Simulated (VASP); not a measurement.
# GaSb (F-43m) in VASP: settings compared

Aim: see how the results for GaSb move with the level of theory and the settings. Levels: PBE, r2SCAN. Tasks: single point.

Program: VASP 6.6.1. These are calculated values, not measurements. Logs are shortened: lines on timing, memory, paths and dates and some standing lists are left out, and cuts for length are marked.

**The experiment to reproduce.**

From a printed reference work, data compilation, for a bulk crystal of GaSb at 4.2 K: band gap 0.811 eV (direct).

The results are compared with them further down.

**1. The crystal as given**

The structure is cubic, space group F-43m (No. 216). The conventional cell has a = 6.214 Å, b = 6.214 Å, c = 6.214 Å, α = 90.00°, β = 90.00°, γ = 90.00°. Ga (site symmetry -43m) is surrounded by 4 Sb at 2.69 Å. Around Sb (site symmetry -43m) lie 4 Ga at 2.69 Å.

**2. Single point, PBE**

Contents of INCAR:

```
SYSTEM = GaSb
PREC     = Accurate       ! precision mode
ENCUT    = 520            ! plane-wave cutoff, eV
EDIFF    = 1E-6           ! SCF threshold, eV
ISMEAR   = 0              ! smearing method
SIGMA    = 0.1            ! smearing width, eV
LREAL    = .False.        ! projectors in reciprocal space
LASPH    = .True.         ! aspherical terms in the spheres
NELM     = 100            ! most SCF steps
ALGO     = Normal         ! electronic algorithm
ISIF     = 2              ! what is computed and relaxed
LWAVE    = .False.        ! write WAVECAR
LCHARG   = .True.         ! write CHGCAR
GGA      = PE             ! functional
LELF     = .True.         ! ELF
LVHAR    = .True.       
NBANDS   = 16             ! bands
```

Contents of KPOINTS:

```
Automatic mesh
0
Gamma
  12 12 12
  0 0 0
```

Contents of POSCAR:

```
GaSb
1.0
    0.0000000000      3.1069206340      3.1069206340
    3.1069206340      0.0000000000      3.1069206340
    3.1069206340      3.1069206340      0.0000000000
Ga Sb
1 1
Direct
    0.0000000000      0.0000000000      0.0000000000
    0.2500000000      0.2500000000      0.2500000000
```

Potentials or basis: VASP PAW PBE potentials, release 64 (Ga_d, Sb).

The run is started by

```bash
cat potpaw_PBE.64/Ga_d/POTCAR potpaw_PBE.64/Sb/POTCAR > POTCAR
mpirun -np 1 vasp_std > vasp.out
```

OUTCAR:

```text
SYSTEM = GaSb
   PREC = Accurate
   ENCUT = 520
   EDIFF = 1E-6
   ISMEAR = 0
   LREAL = .False.
   LASPH = .True.
   NELM = 100
   ISIF = 2
   GGA = PE

 ion  position               nearest neighbor table
   1  0.000  0.000  0.000-   2 2.69   2 2.69   2 2.69   2 2.69
   2  0.250  0.250  0.250-   1 2.69   1 2.69   1 2.69   1 2.69

  LATTYP: Found a face centered cubic cell.
 ALAT       =     6.2138412680

  Lattice vectors:

 A1 = (   0.0000000000,   3.1069206340,   3.1069206340)
 A2 = (   3.1069206340,   0.0000000000,   3.1069206340)
 A3 = (   3.1069206340,   3.1069206340,   0.0000000000)

Analysis of symmetry for initial positions (statically):
=====================================================================
 Subroutine PRICEL returns:
 Original cell was already a primitive cell.

 Routine SETGRP: Setting up the symmetry group for a
 face centered cubic supercell.

 Subroutine GETGRP returns: Found 24 space group operations
 (whereof 24 operations were pure point group operations)
 out of a pool of 48 trial point group operations.

The static configuration has the point symmetry T_d .

Analysis of symmetry for dynamics (positions and initial velocities):
=====================================================================
 Subroutine PRICEL returns:
 Original cell was already a primitive cell.

 Routine SETGRP: Setting up the symmetry group for a
 face centered cubic supercell.

 Subroutine GETGRP returns: Found 24 space group operations
 (whereof 24 operations were pure point group operations)
 out of a pool of 48 trial point group operations.

The dynamic configuration has the point symmetry T_d .

 Subroutine INISYM returns: Found 24 space group operations
 (whereof 24 operations are pure point group operations),
 and found     1 'primitive' translations

----------------------------------------------------------------------------------------

                                     Primitive cell

  volume of cell :      59.9819

  direct lattice vectors                    reciprocal lattice vectors
     0.000000000  3.106920634  3.106920634    -0.160931050  0.160931050  0.160931050
     3.106920634  0.000000000  3.106920634     0.160931050 -0.160931050  0.160931050
     3.106920634  3.106920634  0.000000000     0.160931050  0.160931050 -0.160931050

  length of vectors
     4.393849298  4.393849298  4.393849298     0.278740755  0.278740755  0.278740755

  position of ions in fractional coordinates (direct lattice)
     0.000000000  0.000000000  0.000000000
     0.250000000  0.250000000  0.250000000

  ion indices of the primitive-cell ions
   primitive index   ion index
                 1           1
                 2           2

----------------------------------------------------------------------------------------

 KPOINTS: Automatic mesh

Automatic generation of k-mesh.
 Grid dimensions read from file:
 generate k-points for:   12   12   12

 Generating k-lattice:

  Cartesian coordinates                     Fractional coordinates (reciprocal lattice)
    -0.013410921  0.013410921  0.013410921     0.083333333  0.000000000  0.000000000
     0.013410921 -0.013410921  0.013410921     0.000000000  0.083333333  0.000000000
     0.013410921  0.013410921 -0.013410921     0.000000000  0.000000000  0.083333333

  Length of vectors
     0.023228396  0.023228396  0.023228396

  Shift w.r.t. Gamma in fractional coordinates (k-lattice)
     0.000000000  0.000000000  0.000000000

 Subroutine IBZKPT returns following result:
 ===========================================

 Found     72 irreducible k-points:

 Following reciprocal coordinates:
            Coordinates               Weight
  0.000000  0.000000  0.000000      1.000000
  0.083333  0.000000  0.000000      8.000000
  0.166667  0.000000  0.000000      8.000000
  0.250000  0.000000  0.000000      8.000000
  0.333333  0.000000  0.000000      8.000000
  0.416667  0.000000  0.000000      8.000000
[... 16 lines left out ...]
  0.500000  0.166667  0.000000     24.000000
 -0.416667  0.166667  0.000000     24.000000
 [... further k-points ...]
   k-points           NKPTS =     72   k-points in BZ     NKDIM =     72   number of bands    NBANDS=     16
   number of dos      NEDOS =    301   number of ions     NIONS =      2
   total plane-waves  NPLWV =  46656
   dimension x,y,z NGX =    36 NGY =   36 NGZ =   36
   dimension x,y,z NGXF=    72 NGYF=   72 NGZF=   72
   ions per type =               1   1
   NGX,Y,Z   is equivalent  to a cutoff of  13.62, 13.62, 13.62 a.u.
   NGXF,Y,Z  is equivalent  to a cutoff of  27.24, 27.24, 27.24 a.u.
 SYSTEM =  GaSb
   PREC   = accura    normal or accurate (medium, high low for compatibility)
   ISTART =      0    job   : 0-new  1-cont  2-samecut
   ICHARG =      2    charge: 1-file 2-atom 10-const
   ISPIN  =      1    spin polarized calculation?
   LNONCOLLINEAR =      F non collinear calculations
   LSORBIT =      F    spin-orbit coupling
   LASPH  =      T    aspherical Exc in radial PAW
   ENCUT  =  520.0 eV  38.22 Ry    6.18 a.u.   8.17  8.17  8.17*2*pi/ulx,y,z
   NELM   =    100;   NELMIN=  2; NELMDL= -5     # of ELM steps
   EDIFF  = 0.1E-05   stopping-criterion for ELM
   LREAL  =      F    real-space projection
   EDIFFG = 0.1E-04   stopping-criterion for IOM
   NSW    =      0    number of steps for IOM
   IBRION =     -1    ionic relax: 0-MD 1-quasi-New 2-CG
   NFREE  =      0    steps in history (QN), initial steepest desc. (CG)
   ISIF   =      2    stress and relaxation
   ISYM   =      2    0-nonsym 1-usesym 2-fastsym
   POTIM  = 0.5000    time-step for ionic-motion
   TEBEG  =    0.0;   TEEND  =   0.0 temperature during run
   PSTRESS=    0.0 pullay stress
   NELECT =      18.0000    total number of electrons
   NUPDOWN=      -1.0000    fix difference up-down
   EMIN   =  10.00;   EMAX   =-10.00  energy-range for DOS
   EFERMI =   0.00;   METHOD = LEGACY
   ISMEAR =     0;   SIGMA  =   0.10  broadening in eV -4-tet -1-fermi 0-gaus
   EFERMI_NEDOS =   21; number of points for ismear=-14 and -15
   IALGO  =     38    algorithm
   IMIX   =      4    mixing-type and parameters
     AMIX     =   0.40;   BMIX     =  1.00
     AMIX_MAG =   1.60;   BMIX_MAG =  1.00
  volume/ion in A,a.u.               =      29.99       202.39
  Fermi-wavevector in a.u.,A,eV,Ry     =   1.096038  2.071211 16.344661  1.201299
  Thomas-Fermi vector in A             =   2.232372
   LORBIT       =      0    0 simple, 1 ext, 2 COOP (PROOUT), +10 PAW based schemes
   GGA     = PE    functional components
   LHFCALC =     F    Hartree Fock is set to
   AEXX    =    0.0000 exact exchange contribution
   IVDW    =     0    specifies the selected vdW correction
   LEPSILON=     F    determine dielectric tensor
   LRPA    =     F    only Hartree local field effects (RPA)
 non-spin polarized calculation
 Gauss-broadening in eV      SIGMA  =   0.10
  energy-cutoff  :      520.00
  volume of cell :       59.98
 maximum number of plane-waves:      1639
 NGX is ok and might be reduce to    36
   NGX = 17   NGY = 17   NGZ = 17

 number of electron      17.9999991 magnetization

 Free energy of the ion-electron system (eV)
  ---------------------------------------------------
  ext. energy  EPLUGINS =         0.00000000
  ---------------------------------------------------
  free energy    TOTEN  =        -7.37307249 eV

  energy without entropy =       -7.37293566  energy(sigma->0) =       -7.37300407

 E-fermi :   4.4537     XC(G=0):  -8.8874

 val. band max:        4.4041597116   @ k =   0.0000   0.0000   0.0000
 cond. band min:       4.7148381618   @ k =   0.5000   0.0000   0.0000
 fundamental gap:      0.3106784502
 Fermi energy:         4.4536548796

 k-point     1 :       0.0000    0.0000    0.0000
  band No.  band energies     occupation
      1     -10.5435      2.00000
      2     -10.5435      2.00000
      3     -10.5435      2.00000
      4     -10.5005      2.00000
      5     -10.5005      2.00000
      6      -6.7576      2.00000
[... 8 lines left out ...]
     15      12.9078      0.00000
     16      12.9078      0.00000

 k-point     2 :       0.0833    0.0000    0.0000
  band No.  band energies     occupation
      1     -10.5450      2.00000
      2     -10.5428      2.00000
      3     -10.5428      2.00000
      4     -10.5006      2.00000
      5     -10.5006      2.00000
      6      -6.6902      2.00000
[... 8 lines left out ...]
     15      12.4319      0.00000
     16      12.4319      0.00000

 k-point     3 :       0.1667    0.0000    0.0000
  band No.  band energies     occupation
      1     -10.5492      2.00000
      2     -10.5409      2.00000
      3     -10.5409      2.00000
      4     -10.5008      2.00000
      5     -10.5008      2.00000
      6      -6.4921      2.00000
[... 8 lines left out ...]
     15      11.9782      0.00000
     16      11.9782      0.00000

 k-point     4 :       0.2500    0.0000    0.0000
  band No.  band energies     occupation
      1     -10.5549      2.00000
      2     -10.5385      2.00000
      3     -10.5385      2.00000
      4     -10.5008      2.00000
      5     -10.5008      2.00000
      6      -6.1792      2.00000
[... 8 lines left out ...]
     15      11.9499      0.00000
     16      11.9499      0.00000
[... 324 lines left out ...]
 k-point    22 :       0.4167    0.1667    0.0000
  band No.  band energies     occupation
      1     -10.5668      2.00000
      2     -10.5332      2.00000
      3     -10.5319      2.00000
      4     -10.5035      2.00000
      5     -10.4992      2.00000
      6      -5.4392      2.00000
[... 8 lines left out ...]
     15      13.3435      0.00000
     16      14.1344      0.00000

 k-point    23 :       0.5000    0.1667    0.0000
  band No.  band energies     occupation
      1     -10.5688      2.00000
      2     -10.5325      2.00000
      3     -10.5313      2.00000
      4     -10.5027      2.00000
      5     -10.4996      2.00000
      6      -5.1219      2.00000
[... 8 lines left out ...]
     15      13.9617      0.00000
     16      14.1862      0.00000

 k-point    24 :      -0.4167    0.1667    0.0000
  band No.  band energies     occupation
      1     -10.5686      2.00000
      2     -10.5325      2.00000
      3     -10.5317      2.00000
      4     -10.5018      2.00000
      5     -10.5005      2.00000
      6      -5.0705      2.00000
[... 8 lines left out ...]
     15      12.9880      0.00000
     16      13.4326      0.00000

 [... further k-points ...]

------------------------ aborting loop because EDIFF is reached ----------------------------------------

  FORCE on cell =-STRESS in cart. coord.  units (eV):
  Direction    XX          YY          ZZ          XY          YZ          ZX
  --------------------------------------------------------------------------------------
  -------------------------------------------------------------------------------------
  Total        0.0261971      0.0261971      0.0261971     -0.0000000      0.0000000     -0.0000000
  in kB        0.6997494      0.6997494      0.6997494     -0.0000000      0.0000000     -0.0000000
  external PRESSURE =       0.6997494 kB  Pullay stress =       0.0000000 kB

 VOLUME and BASIS-vectors are now :
 -----------------------------------------------------------------------------
  energy-cutoff  :      520.00
  volume of cell :       59.98
      direct lattice vectors                 reciprocal lattice vectors
     0.000000000  3.106920634  3.106920634    -0.160931050  0.160931050  0.160931050
     3.106920634  0.000000000  3.106920634     0.160931050 -0.160931050  0.160931050
     3.106920634  3.106920634  0.000000000     0.160931050  0.160931050 -0.160931050

 POSITION                                       TOTAL-FORCE (eV/Angst)
 -----------------------------------------------------------------------------------
      0.00000      0.00000      0.00000         0.000000     -0.000000     -0.000000
      1.55346      1.55346      1.55346        -0.000000      0.000000      0.000000
 -----------------------------------------------------------------------------------
    total drift:                                0.000001      0.000001      0.000001

  FREE ENERGIE OF THE ION-ELECTRON SYSTEM (eV)
  ---------------------------------------------------
  free  energy   TOTEN  =        -7.3730724885 eV

  energy  without entropy=       -7.3729356588  energy(sigma->0) =       -7.37300407
```

Run time: 85 s. Hardware: 1 thread of AMD EPYC 7R13 (Zen 3), shared host; peak memory 0.21 GiB.

What came out:

* Free energy: -7.3731 eV
* Pressure: 0.1 GPa
* Band gap on the k mesh: none (metal or under the smearing width)

Caveat: this crystal is a semiconductor, whose small gap the functional closes, so the metal is an error of the method. Spin-orbit coupling is left out, which matters for the levels of Sb.

**3. Single point, PBE (strained and moved within the space group)**

Contents of INCAR:

```
ALGO = Fast
EDIFF = 1E-7
ENCUT = 520
GGA = PE
ISIF = 2
ISMEAR = 0
LASPH = True
LCHARG = False
LREAL = False
LWAVE = False
NBANDS = 16
NELM = 100
PREC = Accurate
SIGMA = 0.1
```

Contents of KPOINTS:

```
k-points
0
Gamma
  12 12 12
```

Contents of POSCAR:

```
GaSb
1.0
    0.0000000000      3.1338537300      3.1338537300
    3.1338537300      0.0000000000      3.1338537300
    3.1338537300      3.1338537300      0.0000000000
Ga Sb
1 1
Direct
    0.0000000000      0.0000000000      0.0000000000
    0.7500000000      0.7500000000      0.7500000000
```

Potentials or basis: VASP PAW PBE potentials, release 64 (Ga_d, Sb).

The run is started by

```bash
cat potpaw_PBE.64/Ga_d/POTCAR potpaw_PBE.64/Sb/POTCAR > POTCAR
mpirun -np 1 vasp_std > vasp.out
```

Wall time 75 s (1 thread of Intel Xeon Platinum 8375C at 2.90GHz (Ice Lake), shared host); peak memory 0.25 GiB.

It converged, with:

| Quantity | Value |
| --- | --- |
| Free energy | -7.3682 eV |
| Pressure | -1.1 GPa |
| Band gap on the k mesh | none (metal or under the smearing width) |

Levels at points of the mesh, in eV from the Fermi level:
```csv
k point,band 6,band 7,band 8,band 9,band 10,band 11,band 12,band 13
"(0.00, 0.00, 0.00)",-11.05,-0.52,-0.05,-0.05,-0.05,2.74,2.74,2.74
"(0.50, 0.00, 0.00)",-9.60,-6.08,-1.09,-1.09,0.21,3.69,3.69,6.45
"(0.50, 0.50, 0.00)",-8.88,-6.55,-2.38,-2.38,0.92,1.33,8.16,8.16
```

The run has no spin-orbit coupling, so splittings on Sb are missing.

(Continued in part 2 of 2.)
